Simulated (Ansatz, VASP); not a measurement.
**One calculation of Os, two programs**

Contents of INCAR:

```
  PREC = Accurate
  ENCUT = 520
  EDIFF = 1E-7
  ISMEAR = -1
  SIGMA = 0.05
  LREAL = F
  LASPH = T
  NELM = 80
  ALGO = Normal
  ISIF = 2
  LWAVE = F
  LCHARG = F
  GGA = PE
  NBANDS = 10
```

File KPOINTS:

```
Automatic mesh
0
Gamma
  14 14 14
```

File POSCAR:

```
Os
1.0
    0.0000000000      1.9061000000      1.9450000000
    1.9061000000      0.0000000000      1.9450000000
    1.9061000000      1.9061000000      0.0000000000
Os
1
Direct
    0.0000000000      0.0000000000      0.0000000000
```

Input for Ansatz:

```yaml
crystal:
  lattice:
    - [0.0, 1.9061, 1.945]
    - [1.9061, 0.0, 1.945]
    - [1.9061, 1.9061, 0.0]
  atoms:
    - { symbol: Os, position: [0.0, 0.0, 0.0] }
kpoints:
  mp_grid: { grid: [14, 14, 14] }
  band_path:
    path:
      - [0.0, 0.0, 0.0]
      - [0.0, 0.5, 0.5]
      - [0.25, 0.75, 0.5]
      - [0.0, 0.5, 0.0]
      - [0.0, 0.0, 0.0]
      - [0.5, 0.5, 0.0]
      - [0.37005, 0.62995, 0.0]
      - [-0.37005, 0.37005, 0.0]
      - [0.0, 0.0, 0.0]
    npoints: 5
scf:
  occupations: { method: fermi_dirac, width: 0.05 }
hamiltonian:
  xc: pbe
  pseudopotentials: { kind: all_electron, lapw: { basis_error: 0.0005 } }
output:
  forces: true
  stress: true
  eigenvalues: true
```

Change from the starting cell: equal xx and yy strain of -2 %.

Alike in both runs: task single point; functional PBE; k mesh 14 × 14 × 14; occupations fermi-dirac, width 0.05 eV; no spin polarisation.

|  | VASP | Ansatz |
| --- | --- | --- |
| version | VASP 6.6.1 | Ansatz 0.2.0 |
| potentials or method | VASP PAW PBE potentials, release 64 (Os) | all-electron LAPW, scalar-relativistic |
| plane-wave cutoff (eV) | 520 | see its input |

Ansatz gave:

| Item | Value |
| --- | --- |
| pressure (GPa) | 6.0 |
| largest component of the traceless stress (GPa) | 4.11 |

**Question.** Estimate VASP's values.

**Answer.** Pressure (GPa): 6.0; largest component of the traceless stress (GPa): 4.08.

Ansatz ran all-electron here, so the differences hold the error of VASP's frozen core and of both bases.

The runs have no spin-orbit coupling, so splittings on Os are missing.
